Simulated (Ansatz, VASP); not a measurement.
# Cross-check of Al26N26O (V_Al-O_N) between VASP and Ansatz, part 2 of 3

Aim: how closely do two programs agree when they are given the same cell, functional and k mesh? Of the first pair: The structure shown is the start of the Ansatz relaxation below; VASP solves that cell, so the two are compared at the walk's first step.

VASP 6.6.1 and Ansatz 0.2.0.

So far. Step 3 (VASP: single point, r2SCAN, start cell, pair 1): The run ends at a pressure of -0.34 GPa, with forces up to 2.2 eV/Å.

**4. Side by side**

Known differences besides the potentials themselves: VASP keeps PBE cores, Ansatz makes them for the functional; fixed occupations in Ansatz, narrow Gaussian smearing in VASP; the cutoff is 500 eV in Ansatz and 580 eV in VASP (PREC = Accurate, projectors in real space). Total energies have different zeros and are not compared.

Forces on 7 of the 53 atoms, those with the largest forces and the largest differences (eV/Å; atoms numbered as in POSCAR):

| atom | Ansatz x, y, z | VASP x, y, z |
| --- | --- | --- |
| Al12 | -0.498, -1.587, -0.913 | -0.509, -1.604, -0.910 |
| Al21 | -0.316, 1.868, 0.130 | -0.321, 1.877, 0.134 |
| N35 | 1.085, -0.319, -1.532 | 1.068, -0.367, -1.584 |
| N38 | 0.768, 1.672, 1.035 | 0.766, 1.681, 1.045 |
| N42 | -0.171, -2.020, 0.904 | -0.126, -1.985, 0.931 |
| N43 | 0.992, 1.801, 0.571 | 0.941, 1.813, 0.638 |
| O53 | -1.295, 1.468, -0.427 | -1.328, 1.483, -0.440 |

The forces differ by 13 meV/Å r.m.s., which is 1.6 % of the r.m.s. force of 0.798 eV/Å (both taken over all components).

**5. Ansatz: relaxation, r2SCAN**

The two programs are compared at the cell with which this relaxation starts, whose forces are those of its first step.

The structure compared here is the start of the Ansatz relaxation; VASP solves that cell, so the two are compared at the walk's first step.

Input file input.yaml:

```yaml
crystal:
  lattice:
    - [0.0, 2.18472995, 2.18472995]
    - [2.18472995, 0.0, 2.18472995]
    - [2.18472995, 2.18472995, 0.0]
  atoms:
    - { symbol: Al, position: [0.0, 0.0, 0.0] }
    - { symbol: "N", position: [0.25, 0.25, 0.25] }
  supercell: [3, 3, 3]
  defects: [{ vacancy: 34 }, { substitution: { at: 29, symbol: O } }]
total_charge: -2
basis:
  ecutwfc: 500
  xc_grid: 2
hamiltonian:
  xc: r2scan
  pseudopotentials: { kind: paw, azcp: { folder: soft_1 } }
kpoints:
  mp_grid: { grid: [1, 1, 1], shift: [0.25, 0.25, 0.25] }
scf:
  occupations: { method: fixed }
  max_iter: 80
output:
  forces: true
  charged_corrections:
    epsilon: 4.64
    static_epsilon: 8.51
    defect_position: [0.375, 0.541667, 0.708333]
relax:
  f_tol: 0.02
  max_steps: 80
  random_displacement: { amplitude: 0.05, seed: 5153 }
checkpoint:
  write: "../qm2.relax.run"
  compress: false
  write_wavefunctions: true
  write_every: 100000
```

Command:

```
$ ansatz run input.yaml --threads 4 --pin off --max-ram 7536MiB --backend cpu --events-out ev --progress --plain --runs-dir out
```

Numbers of over 12 decimals in the logs are rounded to 6 here.

Log:

```text
[...]
Crystal: 53 atoms, lattice volume = 563.102 Å³
Basis set: ecut = 500 eV, 14331 PW (Γ), exchange–correlation on 144×144×144 points (8 copies of the dense FFT grid, shifted against one another)
Bands: 161, of which v1, the nominal top of the filled ones, is band 108 counted from 1 (107 counted from 0)
Symmetry: 1 space group operations
k-points: 1
[...]
SCF iter   1: F=—  HF=-24707.072557 eV  |F-HF|=—  |Δ(HF+E_count)|=         —  Δρ=1.27e-1  dr2=1.17e2  dr2_τ=1.37e1  ethr=3.10e-3  ⟨swp⟩=5.0  Hψ=530  notcnv=0  defer=49
[...]
- { symbol: N, position: [0.082437, 0.749839, 0.417163] }
[...]
- { symbol: O, position: [0.427173, 0.382771, 0.761906] }
[...]
- { symbol: Al, position: [0.665612, 0.333059, 0.667466] }
    - { symbol: N, position: [0.748176, 0.416390, 0.750702] }
    - { symbol: Al, position: [0.664967, 0.669012, -0.000346671] }
    - { symbol: N, position: [0.750834, 0.748118, 0.085571] }
    - { symbol: Al, position: [0.658760, 0.670198, 0.335950] }
    - { symbol: N, position: [0.750646, 0.749712, 0.416957] }
    - { symbol: Al, position: [0.658835, 0.670150, 0.668580] }
    - { symbol: N, position: [0.750576, 0.748353, 0.749753] }
```

**6. VASP: single point, r2SCAN, start cell, pair 2**

The same cell, functional and mesh now go to VASP, with its own data sets.

Input file INCAR:

```
SYSTEM = Al26N26O
PREC = Accurate
ENCUT = 580
EDIFF = 1E-06
NELM = 120
ISMEAR = 0
SIGMA = 0.01
LREAL = Auto
ALGO = Normal
METAGGA = R2SCAN
LASPH = .TRUE.
NELECT = 216
NBANDS = 152
LORBIT = 11
LWAVE = .FALSE.
LCHARG = .FALSE.
ISIF = 2
ISYM = 0
GGA_COMPAT = .FALSE.
EFERMI = MIDGAP
LMIXTAU = .TRUE.
NCORE = 2
```

Input file POSCAR:

```
Al26N26O
1.0
    0.0000000000      6.5541898631      6.5541898631
    6.5541898631      0.0000000000      6.5541898631
    6.5541898631      6.5541898631      0.0000000000
Al N O
26 26 1
Direct
    0.9973123299      0.9952742443      0.0044691260
    0.9939798814      0.0003121667      0.3378559435
    0.0026894247      0.0046693795      0.6640080759
    0.9953722732      0.3382065589      0.9973273585
    0.0044059602      0.3278566146      0.3358955944
    0.9954839575      0.3303001660      0.6706719048
    0.0018896309      0.6603327170      0.0037437121
    0.9950311937      0.6720060895      0.3347180271
    0.0035471203      0.6623809488      0.6633633738
    0.3297042877      0.9970947592      0.0060275184
    0.3299057618      0.0006247912      0.3393244698
    0.3368352224      0.0019810229      0.6675979933
    0.3289700245      0.3302788057      0.0026328197
    0.3293192668      0.3333397484      0.3394634648
    0.3351047263      0.3336863969      0.6707365963
    0.3378972148      0.6615854271      0.0026476957
    0.3341008646      0.6725591709      0.3294085989
    0.6687333739      0.9946787474      0.0048142487
    0.6691911726      0.9936858710      0.3336828877
    0.6671250897      0.0059832719      0.6642943813
    0.6649013976      0.3280374913      0.0045567798
    0.6669912058      0.3336996709      0.3276157763
    0.6716505918      0.3356758876      0.6622849796
    0.6635743076      0.6628504958      0.0011951134
    0.6606263460      0.6703875829      0.3361018747
    0.6720237881      0.6671658270      0.6612787531
    0.0892204090      0.0785463209      0.0826850475
    0.0781087382      0.0828664582      0.4222037441
    0.0859519653      0.0774514487      0.7540211076
    0.0894337839      0.4131665479      0.0836686168
    0.0894700203      0.4123509627      0.4153992418
    0.0856811462      0.4185970436      0.7433996576
    0.0771343996      0.7537635624      0.0856999128
    0.0767320616      0.7523743747      0.4186235915
    0.0811345126      0.7541897783      0.7531170294
    0.4109087555      0.0822695118      0.0873116300
    0.4122429402      0.0849939522      0.4140449936
    0.4213952537      0.0799890621      0.7527498597
    0.4151723641      0.4230715860      0.0820790229
    0.4115845065      0.4157181981      0.4171046395
    0.4219307890      0.7519302313      0.0790722440
    0.4142648530      0.7524347941      0.4214719985
    0.4103893168      0.7539794549      0.7515472702
    0.7486116671      0.0798509062      0.0897862302
    0.7494196236      0.0827962740      0.4118892733
    0.7478323946      0.0783438550      0.7548018296
    0.7446379495      0.4207181296      0.0815216695
    0.7526809725      0.4157525273      0.4108530659
    0.7565340803      0.4154048108      0.7472861028
    0.7466895379      0.7518706511      0.0886739646
    0.7451107768      0.7557427544      0.4169287978
    0.7502203328      0.7518426538      0.7438389186
    0.4139071429      0.4158015036      0.7471612972
```

Input file KPOINTS:

```
Points of the shifted mesh
1
Reciprocal
 0.2500000000  0.2500000000  0.2500000000 1
```

The projector-augmented-wave data sets are Al, N and O (PBE family, release 64).

Command:

```
$ mpirun -np 8 vasp_std
```

Log:

```text
[banner, memory and clock lines left out]
running    8 mpi-ranks, on    1 nodes
[...]
[... a notice as in an earlier step ...]

 LDA part: xc-table for (None), standard interpolation
 POSCAR, INCAR and KPOINTS ok, starting setup
[...]
entering main loop
       N       E                     dE             d eps       ncg     rms          rms(c)
DAV:   1     0.856160490927E+03    0.85616E+03   -0.11061E+05   304   0.145E+03
DAV:   2    -0.497949666017E+03   -0.13541E+04   -0.12913E+04   376   0.289E+02
DAV:   3    -0.604121893015E+03   -0.10617E+03   -0.10530E+03   368   0.880E+01
DAV:   4    -0.605720068706E+03   -0.15982E+01   -0.15949E+01   352   0.113E+01
DAV:   5    -0.605751299019E+03   -0.31230E-01   -0.31207E-01   392   0.150E+00BRMIX: very serious problems
 the old and the new charge density differ
 old charge density:   214.00000 new  216.00000
    0.466E+01
DAV:   6    -0.500572407260E+03    0.10518E+03   -0.22857E+02   352   0.329E+01    0.205E+01
DAV:   7    -0.479878268941E+03    0.20694E+02   -0.10709E+01   352   0.100E+01    0.118E+01
DAV:   8    -0.502482713835E+03   -0.22604E+02   -0.18834E+01   352   0.117E+01    0.722E+00
DAV:   9    -0.479445003326E+03    0.23038E+02   -0.11424E+01   328   0.101E+01    0.140E+00
[...]
DAV:  23    -0.483648764849E+03   -0.57970E-04   -0.10147E-04   336   0.349E-02    0.158E-02
DAV:  24    -0.483648767472E+03   -0.26228E-05   -0.13455E-05   360   0.107E-02    0.153E-02
DAV:  25    -0.483648768127E+03   -0.65522E-06   -0.25681E-07   184   0.203E-03
   1 F= -.48364877E+03 E0= -.48364877E+03  d E =0.000000E+00
```

From OUTCAR (step 6):

```text
  Total       18.7847759     18.5413613     18.4595912     -2.7976926      0.2229808     -1.0253427
  in kB       53.4477651     52.7551850     52.5225269     -7.9601918      0.6344408     -2.9173771
  external PRESSURE =      52.9084924 kB  Pullay stress =       0.0000000 kB

 POSITION                                       TOTAL-FORCE (eV/Angst)
 -----------------------------------------------------------------------------------
      6.55251      6.56587     13.05979        -0.733627      0.003167      0.852095
      2.21642      8.72910      6.51678        -0.621586      0.697337      0.552833
      4.38264      4.36966      0.04823        -1.512206      2.259008     -2.562488
      8.75334     13.06053      8.74053        -0.634241      0.690734      0.364115
      4.35036      2.23040      2.17771         0.032169     -0.600988      0.125340
      6.56056     10.92030      8.68944        -1.200799      1.077631      1.008437
      4.35248      0.03692      4.34033        -0.607902     -2.127731      2.180991
      6.59826      8.71543     10.92608        -0.771100      0.021237     -0.079898
      8.68918      4.37106      4.36462         2.869170      1.127584      1.922298
      6.57465      2.20045      8.69609        -1.037186      0.274630      0.846180
      2.22809      4.38626      2.16636        -1.537270      1.084826     -1.845086
      4.38855      6.58325      2.22067        -1.850902      0.711257     -2.145838
      2.18197      2.17339      4.32084        -0.364812      0.030743      1.782064
      4.40968      4.38333      4.34319        -1.272803     -0.036842      0.373999
[...]
-----------------------------------------------------------------------------------
    total drift:                                0.030115      0.033785     -0.009615

  FREE ENERGIE OF THE ION-ELECTRON SYSTEM (eV)
  ---------------------------------------------------
  free  energy   TOTEN  =      -483.6487681271 eV

  energy  without entropy=     -483.6487681271  energy(sigma->0) =     -483.64876813

[... 1 part as in an earlier step ...]

[... 1 further part left out ...]
[key lines of the parts left out:]
E-fermi :   9.1520
```

The cell is charged against a uniform background.

The run ends at a pressure of 5.29 GPa, with forces up to 3.8 eV/Å.

**7. Side by side**

Forces on 9 of the 53 atoms, those with the largest forces and the largest differences (eV/Å; atoms numbered as in POSCAR):

| atom | Ansatz x, y, z | VASP x, y, z |
| --- | --- | --- |
| Al3 | -1.518, 2.266, -2.559 | -1.512, 2.259, -2.562 |
| Al7 | -0.617, -2.136, 2.184 | -0.608, -2.128, 2.181 |
| Al9 | 2.873, 1.130, 1.924 | 2.869, 1.128, 1.922 |
| Al15 | -0.339, -0.723, 0.214 | -0.353, -0.747, 0.210 |
| Al16 | -0.429, -3.218, 1.789 | -0.419, -3.220, 1.787 |
| Al26 | 2.516, -1.824, -2.134 | 2.514, -1.830, -2.139 |
| N30 | 0.228, -0.553, -1.361 | 0.241, -0.567, -1.367 |
| N43 | 0.599, 2.521, 1.721 | 0.599, 2.533, 1.729 |
| O53 | -1.092, 2.562, -0.930 | -1.107, 2.600, -0.941 |

The forces differ by 7.9 meV/Å r.m.s., which is 0.7 % of the r.m.s. force of 1.150 eV/Å (both taken over all components). The cell carries a charge of -2 e against a uniform background, so its pressure also hangs on how the neutralising background is counted, and in a defect's cell a gap may be the spacing between its levels.

[end of part 2 of 3]

[Lines on the potential files, build, host, timing and source positions are cut from VASP's logs without a mark.]

[Logs are printed without paths, hosts, clocks, repeated set-up lines and the standing remarks that a program may print on its own settings, such as how far it seeks lower states.]

[Hosts, paths, dates, database ids (printed as entryN), source tags and the programs' standing remarks are cut or masked in the printed files.]
